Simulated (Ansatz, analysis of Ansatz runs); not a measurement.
# Charge-transition level of the bond-centred H in GaP (LDA)

Subject: bond-centred H in GaP. Wanted: its charge-transition level, in one set-up (LDA, 64-site cell, LDA lattice, 420 eV, k: the single point 1/4 1/4 1/4 then 2x2x2 shifted 0.5 0.5 0.5). The model is a cell of 64 host atoms with 1 H put in. The level is the Fermi energy at which two charge states have equal formation energy, after a correction for the images of the charge. A local or semilocal functional is the cheapest first rung.

**The experiment.** (+1/0) level below the conduction-band bottom (muonium): 0.15 eV, by muSR, high-field spin precession relaxation rates (preliminary analysis) (“Location of the H[+/-] level: Experimental limits for muonium”, 2006, R.L. Lichti et al.).

Main program and level: Ansatz 0.2.0; plane-wave PAW DFT, LDA; relaxation of all atoms of a defect supercell.

Report form: the programs' logs are mostly left out.

## 1. Set-up

The cell holds 65 atoms: 32 Ga, 32 P and 1 H. Cell: a = 10.783 Å, b = 10.783 Å, c = 10.783 Å, α = 90.0°, β = 90.0°, γ = 90.0°. It derives from GaP (space group F-43m). Nearest the centre at fractional (0.443, 0.451, 0.581): H65 at 0.00 Å, Ga57 at 1.61 Å, P16 at 1.61 Å, P61 at 2.76 Å, Ga27 at 2.82 Å, Ga42 at 2.90 Å, P23 at 3.00 Å, P38 at 3.07 Å. The cell carries charge +1.

The host's primitive cell comes from a first run (plane-wave PAW DFT, LDA; relaxation of the host's cell and atoms): vectors of 3.812, 3.812 and 3.812 Å. That is 19.59 Å³ an atom, 3.2 % under the diffraction cell's volume. The supercell is built on it.

## 2. Relaxation, charge +1

Every later number rests on the structure around the defect, so the atoms are relaxed at the host's lattice first.

The input, relax0/input.yaml:

```yaml
relax:
  f_tol: 0.02
  max_steps: 80
  random_displacement: { amplitude: 0.02, seed: 956 }
crystal:
  lattice:
    - [10.78263531, 0.0, 0.0]
    - [0.0, 0.0, -10.78263531]
    - [0.0, 10.78263531, 0.0]
  atoms:
    - { symbol: Ga, position: [0.0, 0.0, 0.0] }
    - { symbol: Ga, position: [0.0, 0.25, 0.25] }
    - { symbol: Ga, position: [0.25, 0.0, 0.25] }
    - { symbol: Ga, position: [0.25, 0.25, 0.0] }
    - { symbol: P, position: [0.125, 0.125, 0.125] }
    - { symbol: P, position: [0.125, 0.375, 0.375] }
    - { symbol: P, position: [0.375, 0.125, 0.375] }
    - { symbol: P, position: [0.375, 0.375, 0.125] }
    - { symbol: Ga, position: [0.0, 0.0, 0.5] }
    - { symbol: Ga, position: [0.0, 0.25, 0.75] }
    - { symbol: Ga, position: [0.25, 0.0, 0.75] }
    - { symbol: Ga, position: [0.25, 0.25, 0.5] }
    - { symbol: P, position: [0.125, 0.125, 0.625] }
    - { symbol: P, position: [0.125, 0.375, 0.875] }
    - { symbol: P, position: [0.375, 0.125, 0.875] }
    - { symbol: P, position: [0.352250459, 0.352250459, 0.647749541] }
    - { symbol: Ga, position: [0.0, 0.5, 0.0] }
    - { symbol: Ga, position: [0.0, 0.75, 0.25] }
    - { symbol: Ga, position: [0.25, 0.5, 0.25] }
    - { symbol: Ga, position: [0.25, 0.75, 0.0] }
    - { symbol: P, position: [0.125, 0.625, 0.125] }
    - { symbol: P, position: [0.125, 0.875, 0.375] }
    - { symbol: P, position: [0.375, 0.625, 0.375] }
    - { symbol: P, position: [0.375, 0.875, 0.125] }
    - { symbol: Ga, position: [0.0, 0.5, 0.5] }
    - { symbol: Ga, position: [0.0, 0.75, 0.75] }
    - { symbol: Ga, position: [0.25, 0.5, 0.75] }
    - { symbol: Ga, position: [0.25, 0.75, 0.5] }
    - { symbol: P, position: [0.125, 0.625, 0.625] }
    - { symbol: P, position: [0.125, 0.875, 0.875] }
    - { symbol: P, position: [0.375, 0.625, 0.875] }
    - { symbol: P, position: [0.375, 0.875, 0.625] }
    - { symbol: Ga, position: [0.5, 0.0, 0.0] }
    - { symbol: Ga, position: [0.5, 0.25, 0.25] }
    - { symbol: Ga, position: [0.75, 0.0, 0.25] }
    - { symbol: Ga, position: [0.75, 0.25, 0.0] }
    - { symbol: P, position: [0.625, 0.125, 0.125] }
    - { symbol: P, position: [0.625, 0.375, 0.375] }
    - { symbol: P, position: [0.875, 0.125, 0.375] }
    - { symbol: P, position: [0.875, 0.375, 0.125] }
    - { symbol: Ga, position: [0.5, 0.0, 0.5] }
    - { symbol: Ga, position: [0.5, 0.25, 0.75] }
    - { symbol: Ga, position: [0.75, 0.0, 0.75] }
    - { symbol: Ga, position: [0.75, 0.25, 0.5] }
    - { symbol: P, position: [0.625, 0.125, 0.625] }
    - { symbol: P, position: [0.625, 0.375, 0.875] }
    - { symbol: P, position: [0.875, 0.125, 0.875] }
    - { symbol: P, position: [0.875, 0.375, 0.625] }
    - { symbol: Ga, position: [0.5, 0.5, 0.0] }
    - { symbol: Ga, position: [0.5, 0.75, 0.25] }
    - { symbol: Ga, position: [0.75, 0.5, 0.25] }
    - { symbol: Ga, position: [0.75, 0.75, 0.0] }
    - { symbol: P, position: [0.625, 0.625, 0.125] }
    - { symbol: P, position: [0.625, 0.875, 0.375] }
    - { symbol: P, position: [0.875, 0.625, 0.375] }
    - { symbol: P, position: [0.875, 0.875, 0.125] }
    - { symbol: Ga, position: [0.522749541, 0.522749541, 0.477250459] }
    - { symbol: Ga, position: [0.5, 0.75, 0.75] }
    - { symbol: Ga, position: [0.75, 0.5, 0.75] }
    - { symbol: Ga, position: [0.75, 0.75, 0.5] }
    - { symbol: P, position: [0.625, 0.625, 0.625] }
    - { symbol: P, position: [0.625, 0.875, 0.875] }
    - { symbol: P, position: [0.875, 0.625, 0.875] }
    - { symbol: P, position: [0.875, 0.875, 0.625] }
    - { symbol: H, position: [0.442568, 0.450578, 0.580645] }
  host:
    repeats: [2, 2, 2]
    atoms:
      - { symbol: Ga, position: [0.0, 0.0, 0.0] }
      - { symbol: Ga, position: [0.0, 0.5, 0.5] }
      # ... 6 more atoms of the perfect host
total_charge: 1
basis:
  ecutwfc: 420
  xc_grid: 2
hamiltonian:
  xc: lda
kpoints:
  mp_grid: { grid: [1, 1, 1], shift: [0.25, 0.25, 0.25] }
scf:
  occupations: { method: fermi_dirac, width: 0.01 }
  max_iter: 120
output:
  forces: true
  charged_corrections:
    epsilon: 10.64
    static_epsilon: 12.49
    defect_position: [0.442568, 0.450578, 0.580645]
checkpoint:
  write: "../relax0.run"
  compress: false
  write_wavefunctions: true
  write_every: 100000
```

On the command line:

```
> ansatz run input.yaml --threads 2 --pin off --max-ram 4710MiB --backend cpu --events-out ev --progress --plain --runs-dir out
```

Wall time 4.8 min (2 threads of Arm Neoverse V1, shared host); peak memory 2.4 GiB.

Relaxation path:

```csv
step,energy less that of the first step (eV),largest force component (eV/Å)
1,0.0000,1.8026
2,-0.6020,0.8180
3,-0.7214,0.1816
4,-0.7192,0.3730
5,-0.7307,0.0415
6,-0.7314,0.0147
```

Relaxation step 4 was tried and not accepted.

The atoms that moved most (Å, from the sites as typed, ahead of the random displacement, the mean shift of all atoms taken out):

```csv
atom,dx,dy,dz,length
Ga57,0.081,-0.082,-0.086,0.144
H65,-0.031,0.003,0.131,0.134
Ga42,0.026,0.084,0.075,0.115
Ga27,-0.074,0.081,-0.027,0.113
Ga12,-0.054,-0.054,0.053,0.093
P61,0.054,0.031,-0.055,0.083
P23,-0.034,-0.050,-0.043,0.074
P38,0.041,-0.050,0.029,0.071
```

Neighbours of H65 at the end:

```csv
atom,distance (Å)
P16,1.438
Ga57,1.839
Ga42,2.921
Ga27,2.931
P61,2.956
Ga12,3.101
P38,3.134
P23,3.148
```

This step gave:

```
free energy : -141902.7141 eV
```

The series, run alike:

```
                  run    outcome  energy less the first (eV)  moment (μB)     time
relaxation, charge +1  converged                      0.0000         0.00  4.8 min
 relaxation, charge 0  converged                      8.5309         1.00   15 min
```

The relaxation ends 11 meV an atom lower than the displaced start, with a largest force component of 0.015 eV/Å.

## 3. Single point, charge +1

The relaxed structure is kept, and the final numbers are taken at the final level and k-points.

This step: plane-wave PAW DFT, LDA; single point of a defect supercell.

The input, point0/input.yaml:

```yaml
crystal:
  lattice:
    - [10.78263531, 0.0, 0.0]
    - [0.0, 0.0, -10.78263531]
    - [0.0, 10.78263531, 0.0]
  atoms:
    - { symbol: Ga, position: [-0.000350484, -0.00041801, 0.000194858] }
    - { symbol: Ga, position: [-0.000666068, 0.249135526, 0.250137521] }
[... 9 atom lines left out ...]
    - { symbol: Ga, position: [0.244990318, 0.244899167, 0.494918495] }
[... 3 atom lines left out ...]
    - { symbol: P, position: [0.356162015, 0.355875365, 0.644144486] }
[... 6 atom lines left out ...]
    - { symbol: P, position: [0.371876734, 0.628792893, 0.370211639] }
[... 3 atom lines left out ...]
    - { symbol: Ga, position: [0.243184518, 0.502368419, 0.757413452] }
[... 3 atom lines left out ...]
    - { symbol: P, position: [0.375477897, 0.62498847, 0.875043935] }
[... 6 atom lines left out ...]
    - { symbol: P, position: [0.628784813, 0.372092646, 0.370280639] }
[... 3 atom lines left out ...]
    - { symbol: Ga, position: [0.502422535, 0.242859765, 0.75763797] }
[... 3 atom lines left out ...]
    - { symbol: P, position: [0.625040176, 0.375314947, 0.875096855] }
[... 10 atom lines left out ...]
    - { symbol: Ga, position: [0.530300367, 0.530519249, 0.469560016] }
    - { symbol: Ga, position: [0.49842719, 0.752085018, 0.750386829] }
[... 2 atom lines left out ...]
    - { symbol: P, position: [0.630019037, 0.629905105, 0.627778321] }
[... 3 atom lines left out ...]
    - { symbol: H, position: [0.439685289, 0.438292679, 0.580853804] }
  host:
    repeats: [2, 2, 2]
    atoms:
      - { symbol: Ga, position: [0.0, 0.0, 0.0] }
      - { symbol: Ga, position: [0.0, 0.5, 0.5] }
      # ... 6 more atoms of the perfect host
total_charge: 1
basis:
  ecutwfc: 420
  xc_grid: 2
hamiltonian:
  xc: lda
kpoints:
  mp_grid: { grid: [2, 2, 2], shift: [0.5, 0.5, 0.5] }
scf:
  occupations: { method: fermi_dirac, width: 0.01 }
  max_iter: 120
output:
  forces: true
  charged_corrections:
    epsilon: 10.64
    static_epsilon: 12.49
    defect_position: [0.442568, 0.450578, 0.580645]
  eigenvalues: true
checkpoint:
  write: "../point0.run"
  compress: false
  write_wavefunctions: true
  write_every: 100000
```

Elapsed: 5.4 min, on 2 threads; peak memory 2.9 GiB; 11 min of CPU time.

Numbers from this step:

* free energy: -141902.6993 eV

The other runs of this kind differ in structure, charge or spin alone:

```csv
run,outcome,energy less the first (eV),moment (μB),time
"single point, charge +1",converged,0.0000,0.00,5.4 min
"single point, charge 0",converged,8.5804,1.00,16 min
```

## 4. Charge-transition levels

A charged cell feels its images and has its own zero of potential; this step corrects both and places the level between the host's band edges.

This step: place-levels on LDA runs: charge-transition levels with image-charge correction and potential alignment at the atomic sites.

The input, levels.yaml:

```yaml
host:
  run: host.point.run
  levels_from: { run: edges.run }
states: [point0.run, point1.run]
geometry_from:
  point0.run: relax0.run
  point1.run: relax1.run
  host.point.run: host.relax.run
```

On the command line:

```
> ansatz place-levels levels.yaml -- --threads 2 --pin off --max-ram 4710MiB
```

The job ended after 0.19 s (2 threads).

Numbers from this step:

```yaml
gap: 1.380 eV
```

## 5. Outcome

- static dielectric constant used: 12.5
- band gap of the host: 1.38 eV
- (plus 1/0) level below the conduction-band bottom: 0.22 eV
- time of the whole chain: 45 min on 2 threads

**Reading.** (+1/0) level below the conduction-band bottom: computed 0.22 eV, measured 0.15 eV (muonium); 0.07 eV deeper than the measurement. The level is counted in a gap of 1.38 eV, and the correction is screened by a dielectric constant of 12.5 from a linear-response run on the host (LDA). Levels hang on the band edges, which semilocal functionals place too close together.

[Logs are printed without paths, hosts, clocks, repeated set-up lines and the standing remarks that a program may print on its own settings, such as how far it seeks lower states.]

[Hosts, paths, dates, database ids (printed as entryN), source tags and the programs' standing remarks are cut or masked in the printed files.]

[For some hosts the program warned that the k-mesh of the response run may be too coarse for force constants and the static dielectric constant; such warnings are not shown here.]
